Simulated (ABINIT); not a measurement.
The system is MnO2.

```xyz
6
Lattice="4.4004 0.0000 0.0000 0.0000 4.4004 0.0000 0.0000 0.0000 2.8671" Properties=species:S:1:pos:R:3 pbc="T T T"
Mn    2.1573    2.1638    1.4078
Mn    0.0442   -0.0267   -0.0328
O     3.5859    0.8463    1.4938
O     3.0663    3.0924   -0.0437
O     0.8674    3.4941    1.4032
O     1.3359    1.2744    0.0326
```

The cell is a database's computed one.

The cell isn't the ideal one: atoms moved at random, drawn with an rms of 0.05 Å.

Base run:

| Property | Result |
| --- | --- |
| Program | ABINIT 10.8.3 (patched build) |
| Functional | PBE |
| Potentials or basis | JTH PAW PBE v2.0 |
| Cutoff | 707 eV |
| k mesh | 6 × 6 × 9 |
| Occupations | fermi-dirac, width 0.05 eV |
| Spin | collinear spin, ferromagnetic start |
| Starting moments | [4.0, 4.0, 0.0, 0.0, 0.0, 0.0] μB |

Its results: band gap on the k mesh none (metal or under the smearing width); pressure 7.2 GPa; net moment 5.99 μB per cell; site moments Mn +2.69, +2.63; O +0.10, +0.09 μB; largest force 1.789 eV/Å.

Problem. The run is repeated on the same cell with these changes: functional from PBE to PBEsol. What comes out?

Solution. Band gap on the k mesh none (metal or under the smearing width); pressure -1.4 GPa; net moment 5.96 μB per cell; site moments Mn +2.68, +2.61; O +0.09 μB; largest force 1.744 eV/Å.

PBEsol binds more tightly than PBE, so the same cell stands under less pressure.

Caveats: semilocal functionals often make such compounds metallic where correlation or magnetic order opens a gap, which also shifts bond lengths; only a ferromagnetic start was run, and an antiferromagnetic order may lie lower in energy; the atomic spheres overlap; the PAW data sets were made with another functional, which shifts forces and pressure a little (some runs).
